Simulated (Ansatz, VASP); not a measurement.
Two plane-wave programs on C

INCAR

```
SYSTEM = C
PREC = Accurate
ENCUT = 520
EDIFF = 1E-7
ISMEAR = 0
SIGMA = 0.1
LREAL = .FALSE.
LASPH = .TRUE.
NELM = 100
ALGO = Normal
ISIF = 2
LWAVE = .FALSE.
LCHARG = .TRUE.
GGA = PE
LELF = .TRUE.
LVHAR = .TRUE.
NBANDS = 31
```

The input KPOINTS:

```
regular mesh
0
G
  6 6 6
  0 0 0
```

The input POSCAR:

```
C
1.0
    4.7236937000      0.0000000000      0.0000000000
   -2.3618468500      4.0908387400      0.0000000000
    0.0000000000      0.0000000000      2.9353966100
C
10
Direct
    0.3048500100      0.9218300000      0.7500000000
    0.6951499900      0.0781700000      0.2500000000
    0.6169799900      0.6951499900      0.7500000000
    0.3830200100      0.3048500100      0.2500000000
    0.0781700000      0.3830200100      0.7500000000
    0.9218300000      0.6169799900      0.2500000000
    0.6666666700      0.3333333300      0.7500000000
    0.3333333300      0.6666666700      0.2500000000
    0.0000000000      0.0000000000      0.0000000000
    0.0000000000      0.0000000000      0.5000000000
```

Input for Ansatz:

```yaml
crystal:
  lattice:
    - [4.7236937, 0.0, 0.0]
    - [-2.36184685, 4.09083874, 0.0]
    - [0.0, 0.0, 2.93539661]
  atoms:
    - { symbol: C, position: [0.30485001, 0.92183, 0.75] }
    - { symbol: C, position: [0.69514999, 0.07817, 0.25] }
    - { symbol: C, position: [0.61697999, 0.69514999, 0.75] }
    - { symbol: C, position: [0.38302001, 0.30485001, 0.25] }
    - { symbol: C, position: [0.07817, 0.38302001, 0.75] }
    - { symbol: C, position: [0.92183, 0.61697999, 0.25] }
    - { symbol: C, position: [0.66666667, 0.33333333, 0.75] }
    - { symbol: C, position: [0.33333333, 0.66666667, 0.25] }
    - { symbol: C, position: [0.0, 0.0, 0.0] }
    - { symbol: C, position: [0.0, 0.0, 0.5] }
basis:
  ecutwfc: 420
kpoints:
  mp_grid: { grid: [6, 6, 6] }
hamiltonian:
  xc: pbe
scf:
  occupations: { method: gaussian, width: 0.1 }
  lower_state_search: "off"
output:
  forces: true
  stress: true
  eigenvalues: true
```

Alike in both runs: task single point; functional PBE; k mesh 6 × 6 × 6; occupations gaussian, width 0.1 eV; no spin polarisation.

|  | VASP | Ansatz |
| --- | --- | --- |
| version | VASP 6.6.1 | Ansatz 0.2.0 |
| potentials or method | VASP PAW PBE potentials, release 64 (C) | scalar-relativistic, plane waves, PAW |
| plane-wave cutoff (eV) | 520 | 420 |
| valence electrons in the cell | 40 | 40 |

```csv
,VASP,Ansatz,Ansatz less VASP
gap on the k mesh at the Fermi level (eV),none,none,-
rms of the force components (eV/Å),0.803,0.803,+0.0005
```

Atom by atom the forces differ by 0.001 eV/Å (rms over components). A gap of «none» marks a metal or a gap that the smearing closes.

Caveats: forces of over 1 eV/Å show positions far from the minimum, so gaps and moduli don't describe the material at rest.
